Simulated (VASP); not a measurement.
# SiC (Moissanite 3C) (F-43m) in VASP: a series of runs, part 2 of 2

VASP 6.6.1. The steps go on from the part before.

## Step 5: Relaxation of the atoms, PBE (a relaxed cell with its volume scaled by 1.04)

File INCAR:

```
SYSTEM = SiC
  PREC = Accurate
  ENCUT = 300
  EDIFF = 1E-7
  ISMEAR = 0
  SIGMA = 0.03
  LREAL = .FALSE.
  LASPH = .TRUE.
  NELM = 80
  ALGO = Fast
  ISIF = 2
  LWAVE = .FALSE.
  LCHARG = .FALSE.
  GGA = PE
  IBRION = 2
  NSW = 40
  EDIFFG = -0.01
```

File KPOINTS:

```
Automatic mesh
0
G
  5 5 5
  0 0 0
```

File POSCAR:

```
SiC                                     
1.0
    0.0000000000      2.2159400564      2.2159400564
    2.2159400564      0.0000000000      2.2159400564
    2.2159400564      2.2159400564      0.0000000000
  Si              C             
     1     1
Direct
     0.0000000000000000    0.0000000000000000    0.0000000000000000
     0.2500000000000000    0.2500000000000000    0.2500000000000000
```

Potentials or basis: VASP PAW PBE potentials, release 64 (Si, C_s).

Launch:

```
cat potpaw_PBE.64/Si/POTCAR potpaw_PBE.64/C_s/POTCAR > POTCAR
mpirun -np 1 vasp_std > vasp.out
```

OUTCAR:

```text
SYSTEM = SiC
   PREC = Accurate
   ENCUT = 300
   EDIFF = 1E-7
   ISMEAR = 0
   LREAL = .FALSE.
   LASPH = .TRUE.
   NELM = 80
   ISIF = 2
   GGA = PE
   IBRION = 2
   NSW = 40
   EDIFFG = -0.01

 ion  position               nearest neighbor table
   1  0.000  0.000  0.000-   2 1.92   2 1.92   2 1.92   2 1.92
   2  0.250  0.250  0.250-   1 1.92   1 1.92   1 1.92   1 1.92

  LATTYP: Found a face centered cubic cell.
 ALAT       =     4.4318801128

  Lattice vectors:

 A1 = (   0.0000000000,   2.2159400564,   2.2159400564)
 A2 = (   2.2159400564,   0.0000000000,   2.2159400564)
 A3 = (   2.2159400564,   2.2159400564,   0.0000000000)

Analysis of symmetry for initial positions (statically):
=====================================================================
 Subroutine PRICEL returns:
 Original cell was already a primitive cell.

 Routine SETGRP: Setting up the symmetry group for a
 face centered cubic supercell.

 Subroutine GETGRP returns: Found 24 space group operations
 (whereof 24 operations were pure point group operations)
 out of a pool of 48 trial point group operations.

The static configuration has the point symmetry T_d .

Analysis of symmetry for dynamics (positions and initial velocities):
=====================================================================
 Subroutine PRICEL returns:
 Original cell was already a primitive cell.

 Routine SETGRP: Setting up the symmetry group for a
 face centered cubic supercell.

 Subroutine GETGRP returns: Found 24 space group operations
 (whereof 24 operations were pure point group operations)
 out of a pool of 48 trial point group operations.

[... 105 lines left out ...]
     AMIX_MAG =   1.60;   BMIX_MAG =  1.00
  volume/ion in A,a.u.               =      10.88        73.43
  Fermi-wavevector in a.u.,A,eV,Ry     =   1.172745  2.216166 18.712503  1.375330
  Thomas-Fermi vector in A             =   2.309169
   LORBIT       =      0    0 simple, 1 ext, 2 COOP (PROOUT), +10 PAW based schemes
   GGA     = PE    functional components
   LHFCALC =     F    Hartree Fock is set to
   AEXX    =    0.0000 exact exchange contribution
   IVDW    =     0    specifies the selected vdW correction
   LEPSILON=     F    determine dielectric tensor
   LRPA    =     F    only Hartree local field effects (RPA)
 conjugate gradient relaxation of ions
 non-spin polarized calculation
 RMM-DIIS sequential band-by-band and
 Gauss-broadening in eV      SIGMA  =   0.03
  energy-cutoff  :      300.00
  volume of cell :       21.76
 maximum number of plane-waves:       271
 NGX is ok and might be reduce to    18
   NGX =  9   NGY =  9   NGZ =  9

 number of electron       7.9999998 magnetization

 Free energy of the ion-electron system (eV)
  ---------------------------------------------------
  ext. energy  EPLUGINS =         0.00000000
  ---------------------------------------------------
  free energy    TOTEN  =       -14.99858982 eV

  energy without entropy =      -14.99858982  energy(sigma->0) =      -14.99858982

 E-fermi :   8.1216     XC(G=0): -11.1245

 val. band max:        7.9615854783   @ k =   0.0000   0.0000   0.0000
 cond. band min:       9.7942367615   @ k =   0.4000   0.4000   0.0000
 fundamental gap:      1.8326512832
 Fermi energy:         8.1216137234

 k-point     1 :       0.0000    0.0000    0.0000
  band No.  band energies     occupation
      1      -7.0638      2.00000
      2       7.9616      2.00000
      3       7.9616      2.00000
      4       7.9616      2.00000
      5      13.6023      0.00000
      6      14.9170      0.00000
      7      14.9170      0.00000
      8      14.9170      0.00000
[... 89 lines left out ...]
 k-point    10 :      -0.4000    0.4000    0.2000
  band No.  band energies     occupation
      1      -2.7981      2.00000
      2       1.3001      2.00000
      3       3.2860      2.00000
      4       4.6204      2.00000
      5      12.8060      0.00000
      6      15.8833      0.00000
      7      16.3627      0.00000
      8      19.8895      0.00000

------------------------ aborting loop because EDIFF is reached ----------------------------------------

  FORCE on cell =-STRESS in cart. coord.  units (eV):
  Direction    XX          YY          ZZ          XY          YZ          ZX
  --------------------------------------------------------------------------------------
  -------------------------------------------------------------------------------------
  Total       -1.0459978     -1.0459978     -1.0459978      0.0000000      0.0000000      0.0000000
  in kB      -77.0082641    -77.0082641    -77.0082641      0.0000000      0.0000000      0.0000000
  external PRESSURE =     -77.0082641 kB  Pullay stress =       0.0000000 kB

 VOLUME and BASIS-vectors are now :
 -----------------------------------------------------------------------------
  energy-cutoff  :      300.00
  volume of cell :       21.76
      direct lattice vectors                 reciprocal lattice vectors
     0.000000000  2.215940056  2.215940056    -0.225637873  0.225637873  0.225637873
     2.215940056  0.000000000  2.215940056     0.225637873 -0.225637873  0.225637873
     2.215940056  2.215940056  0.000000000     0.225637873  0.225637873 -0.225637873

 POSITION                                       TOTAL-FORCE (eV/Angst)
 -----------------------------------------------------------------------------------
      0.00000      0.00000      0.00000         0.000000      0.000000      0.000000
      1.10797      1.10797      1.10797        -0.000000     -0.000000     -0.000000
 -----------------------------------------------------------------------------------
    total drift:                                0.000000      0.000000      0.000000

  FREE ENERGIE OF THE ION-ELECTRON SYSTEM (eV)
  ---------------------------------------------------
  free  energy   TOTEN  =       -14.9985898197 eV

  energy  without entropy=      -14.9985898197  energy(sigma->0) =      -14.99858982

 reached required accuracy - stopping structural energy minimisation
```

OSZICAR:

```text
N       E                     dE             d eps       ncg     rms          rms(c)
DAV:   1     0.352954147305E+01    0.35295E+01   -0.28922E+03   160   0.549E+02
DAV:   2    -0.165917589728E+02   -0.20121E+02   -0.19716E+02   240   0.139E+02
DAV:   3    -0.167465883695E+02   -0.15483E+00   -0.15483E+00   160   0.118E+01
DAV:   4    -0.167478146526E+02   -0.12263E-02   -0.12263E-02   272   0.103E+00
DAV:   5    -0.167478158180E+02   -0.11653E-05   -0.11653E-05   160   0.177E-02    0.102E+01
RMM:   6    -0.149864163343E+02    0.17614E+01   -0.22866E+00   161   0.166E+01    0.864E+00
RMM:   7    -0.150046780386E+02   -0.18262E-01   -0.13252E+00   161   0.801E+00    0.448E+00
RMM:   8    -0.149984281860E+02    0.62499E-02   -0.64280E-02   161   0.275E+00    0.164E+00
RMM:   9    -0.149987558753E+02   -0.32769E-03   -0.13212E-02   169   0.149E+00    0.351E-01
RMM:  10    -0.149991352431E+02   -0.37937E-03   -0.13169E-02   171   0.120E+00    0.282E-01
RMM:  11    -0.149987328294E+02    0.40241E-03   -0.12457E-03   162   0.516E-01    0.156E-01
RMM:  12    -0.149985901559E+02    0.14267E-03   -0.58697E-04   166   0.220E-01    0.345E-02
RMM:  13    -0.149985877854E+02    0.23705E-05   -0.83963E-05   164   0.981E-02    0.225E-02
RMM:  14    -0.149985900614E+02   -0.22760E-05   -0.21904E-05   166   0.580E-02    0.141E-02
RMM:  15    -0.149985909876E+02   -0.92621E-06   -0.80421E-06   167   0.265E-02    0.106E-02
RMM:  16    -0.149985899055E+02    0.10821E-05   -0.13909E-06   159   0.148E-02    0.506E-03
RMM:  17    -0.149985898219E+02    0.83568E-07   -0.11797E-06   160   0.940E-03    0.201E-03
RMM:  18    -0.149985898197E+02    0.21489E-08   -0.10995E-07   122   0.542E-03
   1 F= -.14998590E+02 E0= -.14998590E+02  d E =-.149986E+02
```

It took 1.8 s on 1 thread of Intel Xeon 6975P-C (Granite Rapids), shared host; peak memory 0.11 GiB.

What came out:

```yaml
Free_energy: -14.9986 eV
Band_gap_on_the_k_mesh: 1.83 eV, indirect (least direct gap 4.73 eV)
```

Final structure:
```
CELL_PARAMETERS angstrom
0.00000 2.21594 2.21594
2.21594 0.00000 2.21594
2.21594 2.21594 0.00000
ATOMIC_POSITIONS crystal
Si 0.00000 0.00000 0.00000
C 0.25000 0.25000 0.25000
```

Caveat: the k mesh is coarse (spacing up to 0.49 Å⁻¹), so the values aren't converged; the cutoff is under 1.25 times the usual one of these potentials, so pressure, stress and relaxed cells hold a basis-set (Pulay) error; the relaxation stopped at its first step, so nothing moved; an odd mesh through Γ misses points on the zone boundary, where band edges often lie.

## Step 6: Summary

| cell | gap on the mesh (eV) |
| --- | --- |
| atoms relaxed from: a relaxed cell with its volume scaled by 0.98 | 1.82 |
| atoms relaxed | 1.83 |
| atoms relaxed from: a relaxed cell with its volume scaled by 1.02 | 1.83 |
| atoms relaxed from: a relaxed cell with its volume scaled by 1.04 | 1.83 |

Alike in all rows: task relaxation of the atoms; level PBE; potentials or basis VASP PAW PBE potentials, release 64 (Si, C_s); no spin polarisation; k mesh 5 × 5 × 5; cutoff (eV) 300; smearing gaussian 0.03 eV; the mesh is coarse, so values aren't converged.

Caveats: all runs use coarse meshes; the cutoff is under 1.25 times the usual one of these potentials, so pressure, stress and relaxed cells hold a basis-set (Pulay) error; the relaxation stopped at its first step, so nothing moved; an odd mesh through Γ misses points on the zone boundary, where band edges often lie.

Total energies depend on the potentials used, so only differences within one code and one set of settings carry meaning.
